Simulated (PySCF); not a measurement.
The vertical singlet excitations below were computed for one of the candidates. Level of theory: PySCF 2.14.0, density-fitted response routines, TDDFT PBE0/def2-SVPD, vertical, gas phase, core orbitals frozen in the response. Geometries: GFN2-xTB, one conformer each. Ions are computed without counter-ions or solvent.

| state | λ (nm) | f |
| --- | --- | --- |
| S1 | 161.4 | 0.012 |
| S2 | 159.8 | 0.0037 |
| S3 | 151.7 | 0.034 |
| S4 | 141.1 | 0.0003 |
| S5 | 139.5 | 0.023 |
| S6 | 133.6 | 0.0076 |

Orbital energies (eV): HOMO-3 -15.31, HOMO-2 -14.00, HOMO-1 -13.58, HOMO -13.54, LUMO -4.77, LUMO+1 -3.47, LUMO+2 -3.04.

Task: Which candidate is it? All have the formula [C4H10N]+.
A. `C1CCC1[NH3+]`
B. `C1CC[NH2+]C1`
C. `[NH3+]CC1CC1`

Result: A. Its S1 lies at 7.68 eV; the nearest of the others has S1 at 7.10 eV. S1 is HOMO→LUMO (99%). Löwdin shares by element: HOMO carbon 78% (atoms not listed hold the other 22%); LUMO hydrogen 51% or more, nitrogen 21% (atoms not listed hold the other 28%). At the same level the other candidates give, for their lowest levels:
- `C1CC[NH2+]C1`: 148 nm (f 0.002); 136 nm (f 0.015); 133 nm (f 0.021); 131 nm (f 0.009); 126 nm (f 0.010); T1 8.27 eV; HOMO -14.13, LUMO -4.56 eV
- `[NH3+]CC1CC1`: 175 nm (f 0.013); 172 nm (f 0.037); 146 nm (f 0.005); 145 nm (f 0.012); 143 nm (f 0.008); T1 6.99 eV; HOMO -12.92, LUMO -4.80 eV
Triplets come from the Tamm–Dancoff approximation.
